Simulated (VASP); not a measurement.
Crystal: GaSe.

```
CELL_PARAMETERS angstrom
3.74200 0.00000 0.00000
-1.87100 3.24067 0.00000
0.00000 0.00000 15.91900
ATOMIC_POSITIONS crystal
Ga 0.33333 0.66667 0.17700
Ga 0.66667 0.33333 0.67700
Ga 0.33333 0.66667 0.32300
Ga 0.66667 0.33333 0.82300
Se 0.33333 0.66667 0.60000
Se 0.66667 0.33333 0.10000
Se 0.33333 0.66667 0.90000
Se 0.66667 0.33333 0.40000
```

```yaml
Program: VASP 6.6.1
Task: relaxation of cell and atoms
Functional: PBEsol
Potentials_or_basis: VASP PAW PBE potentials, release 64 (Ga_d, Se)
Cutoff: 600 eV
k_mesh: 12 × 12 × 2
Occupations: gaussian, width 0.03 eV
Spin: no spin polarisation
```

At the start: pressure 0.2 GPa; volume 24.13 Å³/atom.

Problem. How do energy, volume and symmetry change on relaxing?

Solution. Over 26 steps the energy falls by 16.3 meV/atom and the volume is 24.92 Å³/atom (+3.3 %); space group P6_3/mmc (No. 194, to 0.05 Å).

The path:
| step | energy change (eV) | largest force (eV/Å) | pressure (GPa) | volume (Å³) |
| --- | --- | --- | --- | --- |
| 1 | 0.0000 | 1.2142 | 0.16 | 193.04 |
| 2 | -0.0961 | 0.4665 | 0.80 | 193.69 |
| 3 | -0.1204 | 0.0316 | 0.57 | 193.49 |
| 4 | -0.1246 | 0.0839 | -0.14 | 195.77 |
| 5 | -0.1246 | 0.0792 | 0.08 | 195.58 |
| 6 | -0.1246 | 0.0832 | -0.19 | 195.72 |
| 7 | -0.1246 | 0.0809 | -0.04 | 195.65 |
| 8 | -0.1259 | 0.0469 | 0.02 | 195.75 |
| 9 | -0.1261 | 0.0434 | 0.07 | 195.90 |
| 10 | -0.1262 | 0.0316 | 0.03 | 195.84 |
| 11 | -0.1266 | 0.0177 | 0.05 | 195.99 |
| 12 | -0.1272 | 0.0345 | -0.02 | 196.43 |
| 13 | -0.1273 | 0.0538 | -0.02 | 196.61 |
| 14 | -0.1275 | 0.0520 | -0.01 | 196.65 |
| 15 | -0.1279 | 0.0459 | -0.01 | 196.77 |
| 16 | -0.1285 | 0.0337 | 0.00 | 197.02 |
| 17 | -0.1294 | 0.0092 | 0.09 | 197.52 |
| 18 | -0.1296 | 0.0389 | 0.22 | 198.51 |
| 19 | -0.1297 | 0.0229 | 0.19 | 198.19 |
| 20 | -0.1300 | 0.0145 | 0.06 | 198.85 |
| 21 | -0.1300 | 0.0123 | 0.04 | 199.05 |
| 22 | -0.1300 | 0.0086 | 0.00 | 199.43 |
| 23 | -0.1300 | 0.0105 | 0.04 | 199.28 |
| 24 | -0.1300 | 0.0084 | -0.06 | 199.39 |
| 25 | -0.1300 | 0.0099 | 0.01 | 199.31 |
| 26 | -0.1301 | 0.0067 | -0.02 | 199.33 |

Final structure:
```yaml
crystal:
  lattice:
    - [3.74619, 0.00000, 0.00000]
    - [-1.87310, 3.24430, 0.00000]
    - [0.00000, 0.00000, 16.40089]
  atoms:
    - { symbol: Ga, position: [0.33333, 0.66667, 0.17584] }
    - { symbol: Ga, position: [0.66667, 0.33333, 0.67584] }
    - { symbol: Ga, position: [0.33333, 0.66667, 0.32416] }
    - { symbol: Ga, position: [0.66667, 0.33333, 0.82416] }
    - { symbol: Se, position: [0.33333, 0.66667, 0.60414] }
    - { symbol: Se, position: [0.66667, 0.33333, 0.10414] }
    - { symbol: Se, position: [0.33333, 0.66667, 0.89586] }
    - { symbol: Se, position: [0.66667, 0.33333, 0.39586] }
```

Caveat: the PAW data sets were made with another functional, which shifts forces and pressure a little; this functional lacks dispersion, which binds the layers, so the pressure and a relaxed spacing across them are unreliable.
